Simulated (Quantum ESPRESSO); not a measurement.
# PbSe (Clausthalite) (Fm-3m) in Quantum ESPRESSO: a series of runs

The runs below take PbSe (Clausthalite) through band structure, with PBE.

Everything below comes from runs of Quantum ESPRESSO 7.5. Logs are shortened: lines on timing, memory, paths and dates and some standing lists are left out, and cuts for length are marked.

**Measured values to compare with.**

From a printed reference work, monograph, for a bulk crystal of PbSe: band gap 0.28 eV (direct) at 300 K; band gap 0.15 eV (direct) at 4.2 K.

How close the calculation comes is told below.

## (1) Starting point

The structure is cubic, space group Fm-3m (No. 225). Conventional cell: a = 6.121 Å, b = 6.121 Å, c = 6.121 Å, α = 90.00°, β = 90.00°, γ = 90.00°. Pb (site symmetry m-3m) is surrounded by 6 Se at 3.06 Å. Se (site symmetry m-3m) has 6 Pb at 3.06 Å as nearest neighbours.

## (2) Band structure, PBE

Input file pw.in:

```
&CONTROL
  calculation = 'scf'
  prefix = 'pwscf'
  outdir = './tmp'
  pseudo_dir = './pseudo'
  tprnfor = .true.
  tstress = .true.
  disk_io = 'low'
/
&SYSTEM
  ibrav = 0
  nat = 2
  ntyp = 2
  ecutwfc = 70
  nbnd = 16
  occupations = 'smearing'
  smearing = 'fd'
  degauss = 0.00367493
/
&ELECTRONS
  conv_thr = 4d-10
  electron_maxstep = 120
  mixing_beta = 0.5
/
ATOMIC_SPECIES
Pb   207.2000 Pb_ONCV_PBE-1.2.upf
Se    78.9710 Se_ONCV_PBE-1.2.upf
CELL_PARAMETERS bohr
   0.0000000000    5.7837902633    5.7837902633
   5.7837902633    0.0000000000    5.7837902633
   5.7837902633    5.7837902633    0.0000000000
ATOMIC_POSITIONS bohr
Pb     0.0000000000    0.0000000000    0.0000000000
Se     5.7837902633    5.7837902633    5.7837902633
K_POINTS automatic
8 8 8 0 0 0
```

Input file bands.in:

```
&CONTROL
  calculation = 'bands'
  prefix = 'pwscf'
  outdir = './tmp'
  pseudo_dir = './pseudo'
  disk_io = 'low'
  verbosity = 'high'
/
&SYSTEM
  ibrav = 0
  nat = 2
  ntyp = 2
  ecutwfc = 70
  nbnd = 16
  occupations = 'smearing'
  smearing = 'fd'
  degauss = 0.00367493
/
&ELECTRONS
  conv_thr = 1d-08
  electron_maxstep = 120
  mixing_beta = 0.5
  diago_full_acc = .true.
  startingwfc = 'random'
/
ATOMIC_SPECIES
Pb   207.2000 Pb_ONCV_PBE-1.2.upf
Se    78.9710 Se_ONCV_PBE-1.2.upf
CELL_PARAMETERS bohr
   0.0000000000    5.7837902633    5.7837902633
   5.7837902633    0.0000000000    5.7837902633
   5.7837902633    5.7837902633    0.0000000000
ATOMIC_POSITIONS bohr
Pb     0.0000000000    0.0000000000    0.0000000000
Se     5.7837902633    5.7837902633    5.7837902633
K_POINTS crystal
60
 0.0000000000  0.0000000000  0.0000000000 1
 0.0625000000  0.0000000000  0.0625000000 1
 0.1250000000  0.0000000000  0.1250000000 1
 0.1875000000  0.0000000000  0.1875000000 1
 0.2500000000  0.0000000000  0.2500000000 1
 0.3125000000  0.0000000000  0.3125000000 1
 0.3750000000  0.0000000000  0.3750000000 1
 0.4375000000  0.0000000000  0.4375000000 1
 0.5000000000  0.0000000000  0.5000000000 1
 0.5000000000  0.0625000000  0.5625000000 1
 0.5000000000  0.1250000000  0.6250000000 1
 0.5000000000  0.1875000000  0.6875000000 1
 0.5000000000  0.2500000000  0.7500000000 1
 0.4375000000  0.3125000000  0.7500000000 1
 0.3750000000  0.3750000000  0.7500000000 1
 0.3375000000  0.3375000000  0.6750000000 1
 0.3000000000  0.3000000000  0.6000000000 1
 0.2625000000  0.2625000000  0.5250000000 1
 0.2250000000  0.2250000000  0.4500000000 1
 0.1875000000  0.1875000000  0.3750000000 1
 0.1500000000  0.1500000000  0.3000000000 1
 0.1125000000  0.1125000000  0.2250000000 1
 0.0750000000  0.0750000000  0.1500000000 1
 0.0375000000  0.0375000000  0.0750000000 1
 0.0000000000  0.0000000000  0.0000000000 1
 0.0625000000  0.0625000000  0.0625000000 1
 0.1250000000  0.1250000000  0.1250000000 1
 0.1875000000  0.1875000000  0.1875000000 1
 0.2500000000  0.2500000000  0.2500000000 1
 0.3125000000  0.3125000000  0.3125000000 1
 0.3750000000  0.3750000000  0.3750000000 1
 0.4375000000  0.4375000000  0.4375000000 1
 0.5000000000  0.5000000000  0.5000000000 1
 0.5250000000  0.4500000000  0.5250000000 1
 0.5500000000  0.4000000000  0.5500000000 1
 0.5750000000  0.3500000000  0.5750000000 1
 0.6000000000  0.3000000000  0.6000000000 1
 0.6250000000  0.2500000000  0.6250000000 1
 0.5833333333  0.2500000000  0.6666666667 1
 0.5416666667  0.2500000000  0.7083333333 1
 0.5000000000  0.2500000000  0.7500000000 1
 0.5000000000  0.2857142857  0.7142857143 1
 0.5000000000  0.3214285714  0.6785714286 1
 0.5000000000  0.3571428571  0.6428571429 1
 0.5000000000  0.3928571429  0.6071428571 1
 0.5000000000  0.4285714286  0.5714285714 1
 0.5000000000  0.4642857143  0.5357142857 1
 0.5000000000  0.5000000000  0.5000000000 1
 0.4821428571  0.4821428571  0.5357142857 1
 0.4642857143  0.4642857143  0.5714285714 1
 0.4464285714  0.4464285714  0.6071428571 1
 0.4285714286  0.4285714286  0.6428571429 1
 0.4107142857  0.4107142857  0.6785714286 1
 0.3928571429  0.3928571429  0.7142857143 1
 0.3750000000  0.3750000000  0.7500000000 1
 0.6250000000  0.2500000000  0.6250000000 1
 0.5937500000  0.1875000000  0.5937500000 1
 0.5625000000  0.1250000000  0.5625000000 1
 0.5312500000  0.0625000000  0.5312500000 1
 0.5000000000  0.0000000000  0.5000000000 1
```

Potentials or basis: SG15 PBE 1.2.

The run is started by

```
> OMP_NUM_THREADS=1 pw.x -in pw.in > pw.out
> OMP_NUM_THREADS=1 pw.x -in bands.in > bands.out
```

pw.out:

```text
This program is part of the open-source Quantum ESPRESSO suite
     for quantum simulation of materials; please cite
[... 9 lines left out ...]
     --------------------
     sticks:   dense  smooth     PW     G-vecs:    dense   smooth      PW
     Sum        1285    1285    379                30731    30731    4909

     Using Slab Decomposition

     bravais-lattice index     =            0
     lattice parameter (alat)  =       8.1795  a.u.
     unit-cell volume          =     386.9614 (a.u.)^3
     number of atoms/cell      =            2
     number of atomic types    =            2
     number of electrons       =        20.00
     number of Kohn-Sham states=           16
     kinetic-energy cutoff     =      70.0000  Ry
     charge density cutoff     =     280.0000  Ry
     scf convergence threshold =      4.0E-10
     mixing beta               =       0.5000
     number of iterations used =            8  plain     mixing
     Exchange-correlation= PBE
                           (   1   4   3   4   0   0   0)

     celldm(1)=   8.179515  celldm(2)=   0.000000  celldm(3)=   0.000000
     celldm(4)=   0.000000  celldm(5)=   0.000000  celldm(6)=   0.000000

     crystal axes: (cart. coord. in units of alat)
               a(1) = (   0.000000   0.707107   0.707107 )
               a(2) = (   0.707107   0.000000   0.707107 )
               a(3) = (   0.707107   0.707107   0.000000 )

     reciprocal axes: (cart. coord. in units 2 pi/alat)
               b(1) = ( -0.707107  0.707107  0.707107 )
               b(2) = (  0.707107 -0.707107  0.707107 )
               b(3) = (  0.707107  0.707107 -0.707107 )

     PseudoPot. # 1 for Pb read from file:
     Pb_ONCV_PBE-1.2.upf
     Pseudo is Norm-conserving, Zval = 14.0
     Generated using ONCVPSP code by D. R. Hamann
     Using radial grid of  602 points,  8 beta functions with:
                l(1) =   0
                l(2) =   0
                l(3) =   1
                l(4) =   1
                l(5) =   2
                l(6) =   2
                l(7) =   3
                l(8) =   3

     PseudoPot. # 2 for Se read from file:
     Se_ONCV_PBE-1.2.upf
     Pseudo is Norm-conserving, Zval =  6.0
     Generated using ONCVPSP code by D. R. Hamann
     Using radial grid of  602 points,  6 beta functions with:
                l(1) =   0
                l(2) =   0
                l(3) =   1
                l(4) =   1
                l(5) =   2
                l(6) =   2

     atomic species   valence    mass     pseudopotential
     Pb               14.00   207.20000     Pb( 1.00)
     Se                6.00    78.97100     Se( 1.00)

     48 Sym. Ops., with inversion, found

   Cartesian axes

     site n.     atom                  positions (alat units)
         1        Pb     tau(   1) = (   0.0000000   0.0000000   0.0000000  )
         2        Se     tau(   2) = (   0.7071068   0.7071068   0.7071068  )

     number of k points=    29  Fermi-Dirac smearing, width (Ry)=  0.0037
                       cart. coord. in units 2pi/alat
        k(    1) = (   0.0000000   0.0000000   0.0000000), wk =   0.0039062
        k(    2) = (   0.0883883   0.0883883  -0.0883883), wk =   0.0312500
        k(    3) = (   0.1767767   0.1767767  -0.1767767), wk =   0.0312500
        k(    4) = (   0.2651650   0.2651650  -0.2651650), wk =   0.0312500
        k(    5) = (  -0.3535534  -0.3535534   0.3535534), wk =   0.0156250
        k(    6) = (   0.1767767   0.0000000   0.0000000), wk =   0.0234375
[... 21 lines left out ...]
        k(   28) = (  -0.7071068   0.1767767  -0.0000000), wk =   0.0468750
        k(   29) = (  -0.7071068   0.3535534   0.0000000), wk =   0.0234375

     Dense  grid:    30731 G-vectors     FFT dimensions: (  45,  45,  45)

     Initial potential from superposition of free atoms

     starting charge      19.8800, renormalised to      20.0000
     Starting wfcs are random

     Self-consistent Calculation

     iteration #  1     ecut=    70.00 Ry     beta= 0.50
     Davidson diagonalization with overlap
     ethr =  1.00E-02,  avg # of iterations =  8.3

     Threshold (ethr) on eigenvalues was too large:
     Diagonalizing with lowered threshold

     Davidson diagonalization with overlap
     ethr =  4.78E-04,  avg # of iterations =  3.1

     total energy              =    -131.85877768 Ry
     estimated scf accuracy    <       0.09126574 Ry

     iteration #  2     ecut=    70.00 Ry     beta= 0.50
     Davidson diagonalization with overlap
     ethr =  4.56E-04,  avg # of iterations =  2.0
[... 43 lines left out ...]
     total energy              =    -131.88530344 Ry
     estimated scf accuracy    <          1.6E-09 Ry

     iteration #  9     ecut=    70.00 Ry     beta= 0.50
     Davidson diagonalization with overlap
     ethr =  8.00E-12,  avg # of iterations =  1.0

     End of self-consistent calculation

          k = 0.0000 0.0000 0.0000 (  3839 PWs)   bands (ev):

    -8.0945  -8.0945  -8.0945  -8.0893  -8.0893  -4.8419   2.4444   6.8798
     6.8798   6.8798  13.4611  13.4611  13.4611  15.2806  15.2806  15.2806

          k = 0.0884 0.0884-0.0884 (  3786 PWs)   bands (ev):

    -8.0944  -8.0944  -8.0939  -8.0881  -8.0881  -4.7237   2.0511   6.9210
     6.9210   7.1555  12.3998  12.7862  12.7862  15.0988  15.6240  15.6240

          k = 0.1768 0.1768-0.1768 (  3813 PWs)   bands (ev):
[... 6 lines left out ...]
    -8.1110  -8.1110  -8.0918  -8.0654  -8.0654  -3.9902   0.3283   7.2039
     7.2039   8.2672   9.7484  10.7856  10.7856  16.2452  17.7876  17.7876

          k =-0.3536-0.3536 0.3536 (  3828 PWs)   bands (ev):

    -8.1145  -8.1145  -8.0915  -8.0606  -8.0606  -3.7782  -0.0488   7.2902
     7.2902   8.7578   9.0411  10.4470  10.4470  17.3141  18.9310  18.9314

          k = 0.1768 0.0000 0.0000 (  3811 PWs)   bands (ev):

    -8.0994  -8.0971  -8.0883  -8.0883  -8.0865  -4.6826   1.9970   6.6560
     6.6560   7.6611  11.4097  13.3137  13.3137  14.3414  16.2770  16.2770

          k = 0.2652 0.0884-0.0884 (  3818 PWs)   bands (ev):

    -8.1123  -8.0970  -8.0918  -8.0810  -8.0752  -4.4223   1.4178   6.5340
     6.6009   7.9514  10.5044  12.5817  12.7987  14.3635  16.8001  17.1706

          k = 0.3536 0.1768-0.1768 (  3817 PWs)   bands (ev):
[... 11 lines left out ...]
    -8.1210  -8.1097  -8.0885  -8.0659  -8.0652  -3.8026   0.2124   6.1217
     7.2159   8.2063   9.6860  10.6810  12.0840  16.5035  17.6233  18.5921

          k =-0.0884-0.2652 0.2652 (  3813 PWs)   bands (ev):

    -8.1089  -8.1056  -8.0908  -8.0770  -8.0701  -4.1707   0.8427   6.0980
     7.3672   8.3055   9.9593  10.8783  12.6305  15.6618  16.3716  18.2127

          k = 0.0000-0.1768 0.1768 (  3829 PWs)   bands (ev):

    -8.0984  -8.0979  -8.0936  -8.0874  -8.0788  -4.5344   1.5789   6.4048
     7.2162   7.7494  11.1189  11.7097  13.0166  15.3135  15.6702  16.7625

          k = 0.3536 0.0000 0.0000 (  3831 PWs)   bands (ev):

    -8.1371  -8.1035  -8.0798  -8.0728  -8.0728  -4.2346   1.3775   6.1537
     6.1537   7.1230  11.1537  13.3056  13.5093  13.5093  18.2442  18.3610

          k = 0.4419 0.0884-0.0884 (  3839 PWs)   bands (ev):

    -8.1578  -8.1031  -8.0832  -8.0662  -8.0614  -3.9070   1.0039   5.8310
     6.0284   6.3495  11.9437  12.8526  13.2306  13.8965  18.7646  19.1846

          k =-0.1768-0.5303 0.5303 (  3844 PWs)   bands (ev):

    -8.1626  -8.0953  -8.0910  -8.0661  -8.0568  -3.6062   0.5448   5.1576
     6.1959   6.6041  11.6682  12.4314  13.1877  14.6836  18.9076  19.4896

          k =-0.0884-0.4419 0.4419 (  3832 PWs)   bands (ev):

    -8.1502  -8.0985  -8.0838  -8.0724  -8.0618  -3.5642   0.3552   4.9096
     6.6225   7.1991  10.9425  11.5820  13.4122  16.2137  17.6548  17.9601

          k = 0.0000-0.3536 0.3536 (  3803 PWs)   bands (ev):

    -8.1280  -8.1036  -8.0837  -8.0725  -8.0711  -3.8256   0.5182   5.2427
     7.1476   7.9886  10.1360  10.9287  13.1982  16.7887  16.8578  18.2819

          k = 0.5303-0.0000 0.0000 (  3840 PWs)   bands (ev):

    -8.1905  -8.1098  -8.0731  -8.0567  -8.0567  -3.6781   1.2039   4.8903
     5.6991   5.6991  12.6663  13.4637  14.0469  14.0469  19.3679  19.4900

          k =-0.0884-0.6187 0.6187 (  3844 PWs)   bands (ev):

    -8.2006  -8.1075  -8.0757  -8.0549  -8.0526  -3.4697   1.0835   4.1762
     5.6988   5.8171  12.6259  13.7550  13.8823  14.4226  20.1282  20.2297

          k = 0.0000-0.5303 0.5303 (  3851 PWs)   bands (ev):

    -8.1834  -8.0965  -8.0851  -8.0623  -8.0559  -3.4195   0.7133   4.1800
     6.0303   6.3597  12.1448  12.7649  14.1934  14.5836  18.8772  19.0576

          k =-0.7071 0.0000 0.0000 (  3860 PWs)   bands (ev):

    -8.2164  -8.1125  -8.0703  -8.0498  -8.0498  -3.4089   1.3684   3.7731
     5.5228   5.5228  12.4525  14.3602  14.3602  14.7983  20.0953  20.4055

          k = 0.3536 0.1768 0.0000 (  3818 PWs)   bands (ev):

    -8.1289  -8.0969  -8.0928  -8.0733  -8.0685  -4.1223   0.9990   5.8579
     6.7832   7.5414  10.6926  11.8913  12.9839  14.7266  17.6545  18.2907

          k =-0.2652-0.4419 0.6187 (  3827 PWs)   bands (ev):

    -8.1414  -8.0988  -8.0901  -8.0701  -8.0624  -3.7621   0.5120   5.5146
     6.2697   7.7210  10.4691  11.8787  12.9623  15.4043  18.2297  18.7163

          k =-0.1768-0.3536 0.5303 (  3824 PWs)   bands (ev):
[... 6 lines left out ...]
    -8.1762  -8.1017  -8.0837  -8.0613  -8.0569  -3.6255   0.8598   5.0249
     5.3768   6.7088  12.0766  12.9471  13.3907  14.7012  19.1079  19.6184

          k =-0.0884-0.4419 0.6187 (  3831 PWs)   bands (ev):

    -8.1763  -8.0930  -8.0884  -8.0695  -8.0533  -3.4466   0.6577   4.5432
     5.1942   7.3971  11.1493  13.1649  13.8043  15.3295  17.5801  20.3559

          k = 0.0000-0.3536 0.5303 (  3823 PWs)   bands (ev):

    -8.1613  -8.0958  -8.0816  -8.0778  -8.0572  -3.5082   0.5179   4.7226
     5.5273   7.9084  10.4240  12.7745  13.5614  16.4877  16.5630  19.3938

          k =-0.7071 0.1768-0.0000 (  3832 PWs)   bands (ev):

    -8.1999  -8.1038  -8.0785  -8.0595  -8.0498  -3.3946   1.0193   3.9776
     5.1927   6.5183  12.5781  12.8716  14.4702  14.8885  18.8718  20.3560

          k =-0.7071 0.3536 0.0000 (  3852 PWs)   bands (ev):

    -8.1804  -8.0896  -8.0821  -8.0821  -8.0498  -3.3796   0.7359   4.5270
     4.5270   7.9641  10.6389  13.7046  13.7046  16.4841  16.4841  20.5752

     the Fermi energy is     8.8995 ev

!    total energy              =    -131.88530344 Ry
     estimated scf accuracy    <          1.1E-10 Ry
     smearing contrib. (-TS)   =      -0.00002469 Ry
     internal energy E=F+TS    =    -131.88527875 Ry

     The total energy is F=E-TS. E is the sum of the following terms:
     one-electron contribution =     -31.89500886 Ry
     hartree contribution      =      25.96053459 Ry
     xc contribution           =     -18.17000079 Ry
     ewald contribution        =    -107.78080369 Ry

     convergence has been achieved in   9 iterations

     Forces acting on atoms (cartesian axes, Ry/au):

     atom    1 type  1   force =    -0.00000000    0.00000000    0.00000000
     atom    2 type  2   force =     0.00000000   -0.00000000   -0.00000000

     Total force =     0.000000     Total SCF correction =     0.000000

     Computing stress (Cartesian axis) and pressure

          total   stress  (Ry/bohr**3)                   (kbar)     P=       24.02
   0.00016328  -0.00000000  -0.00000000           24.02       -0.00       -0.00
  -0.00000000   0.00016328  -0.00000000           -0.00       24.02       -0.00
  -0.00000000  -0.00000000   0.00016328           -0.00       -0.00       24.02

=------------------------------------------------------------------------------=
   JOB DONE.
=------------------------------------------------------------------------------=
```

Run time: 90 s. Hardware: 1 thread of Arm Neoverse V1, shared host; peak memory 0.1 GiB.

What came out:

* Free energy: -1794.3910 eV
* Pressure: 2.4 GPa
* Band gap on the k mesh: 0.28 eV, direct
* Band gap along the path: 0.28 eV, direct

Levels at the corners of the path, in eV from the valence-band top:
```
point  band 6  band 7  band 8  band 9  band 10  band 11  band 12  band 13  band 14  band 15
    Γ  -13.60   -6.31   -1.88   -1.88    -1.88     4.70     4.70     4.70     6.52     6.52
    X  -12.17   -7.39   -4.98   -3.23    -3.23     3.69     5.60     5.60     6.04    11.34
    W  -12.14   -8.02   -4.23   -4.23    -0.79     1.88     4.95     4.95     7.73     7.73
    K  -12.18   -8.04   -4.58   -2.73    -2.40     3.39     4.01     5.44     5.83    10.12
    Γ  -13.60   -6.31   -1.88   -1.88    -1.88     4.70     4.70     4.70     6.52     6.52
    L  -12.54   -8.81   -1.47   -1.47     0.00     0.28     1.69     1.69     8.56    10.17
    U  -12.18   -8.04   -4.58   -2.73    -2.40     3.39     4.01     5.44     5.83    10.12
    W  -12.14   -8.02   -4.23   -4.23    -0.79     1.88     4.95     4.95     7.73     7.73
    L  -12.54   -8.81   -1.47   -1.47     0.00     0.28     1.69     1.69     8.56    10.17
    K  -12.18   -8.04   -4.58   -2.73    -2.40     3.39     4.01     5.44     5.83    10.12
    U  -12.18   -8.04   -4.58   -2.73    -2.40     3.39     4.01     5.44     5.83    10.12
    X  -12.17   -7.39   -4.98   -3.23    -3.23     3.69     5.60     5.60     6.04    11.34
```

Caveat: spin-orbit coupling is left out, which as a rule narrows the gap of such compounds by several tenths of an eV.

## (3) Band structure, PBE

Edit pw.in of step 2 so:

```diff
@@ -14,3 +14,3 @@
   ecutwfc = 70
-  nbnd = 16
+  nbnd = 22
   occupations = 'smearing'
@@ -25,4 +25,4 @@
 ATOMIC_SPECIES
-Pb   207.2000 Pb_ONCV_PBE-1.2.upf
-Se    78.9710 Se_ONCV_PBE-1.2.upf
+Pb   207.2000 82_Pb_14_3.0_3.1_pbe_n_v1.0.upf
+Se    78.9710 34_Se_16_1.9_2.1_pbe_n_v1.0.upf
 CELL_PARAMETERS bohr
```

Edit bands.in of step 2 so:

```diff
@@ -13,3 +13,3 @@
   ecutwfc = 70
-  nbnd = 16
+  nbnd = 22
   occupations = 'smearing'
@@ -26,4 +26,4 @@
 ATOMIC_SPECIES
-Pb   207.2000 Pb_ONCV_PBE-1.2.upf
-Se    78.9710 Se_ONCV_PBE-1.2.upf
+Pb   207.2000 82_Pb_14_3.0_3.1_pbe_n_v1.0.upf
+Se    78.9710 34_Se_16_1.9_2.1_pbe_n_v1.0.upf
 CELL_PARAMETERS bohr
```

Potentials or basis: SPMS 1.0 PBE.

The run is started by

```
> OMP_NUM_THREADS=1 pw.x -in pw.in > pw.out
> OMP_NUM_THREADS=1 pw.x -in bands.in > bands.out
```

Run time: 2.2 min. Hardware: 1 thread of Arm Neoverse V1, shared host; peak memory 0.11 GiB.

It converged, with:

| Item | Value |
| --- | --- |
| Free energy | -4836.0779 eV |
| Pressure | 2.3 GPa |
| Band gap on the k mesh | 0.30 eV, direct |
| Band gap along the path | 0.30 eV, direct |

Levels at the corners of the path, in eV from the valence-band top:
```csv
point,band 11,band 12,band 13,band 14,band 15,band 16,band 17,band 18,band 19,band 20
Γ,-13.59,-6.30,-1.86,-1.86,-1.86,4.72,4.72,4.72,6.54,6.54
X,-12.15,-7.37,-4.97,-3.22,-3.22,3.71,5.62,5.62,6.05,11.36
W,-12.12,-8.00,-4.22,-4.22,-0.79,1.90,4.97,4.97,7.75,7.75
K,-12.16,-8.02,-4.57,-2.72,-2.39,3.40,4.02,5.45,5.84,10.19
Γ,-13.59,-6.30,-1.86,-1.86,-1.86,4.72,4.72,4.72,6.54,6.54
L,-12.52,-8.79,-1.46,-1.46,0.00,0.30,1.71,1.71,8.57,10.24
U,-12.16,-8.02,-4.57,-2.72,-2.39,3.40,4.02,5.45,5.84,10.19
W,-12.12,-8.00,-4.22,-4.22,-0.79,1.90,4.97,4.97,7.75,7.75
L,-12.52,-8.79,-1.46,-1.46,0.00,0.30,1.71,1.71,8.57,10.24
K,-12.16,-8.02,-4.57,-2.72,-2.39,3.40,4.02,5.45,5.84,10.19
U,-12.16,-8.02,-4.57,-2.72,-2.39,3.40,4.02,5.45,5.84,10.19
X,-12.15,-7.37,-4.97,-3.22,-3.22,3.71,5.62,5.62,6.05,11.36
```

Caveat: spin-orbit coupling is left out, which as a rule narrows the gap of such compounds by several tenths of an eV.

(Part 1 of 2 ends here.)
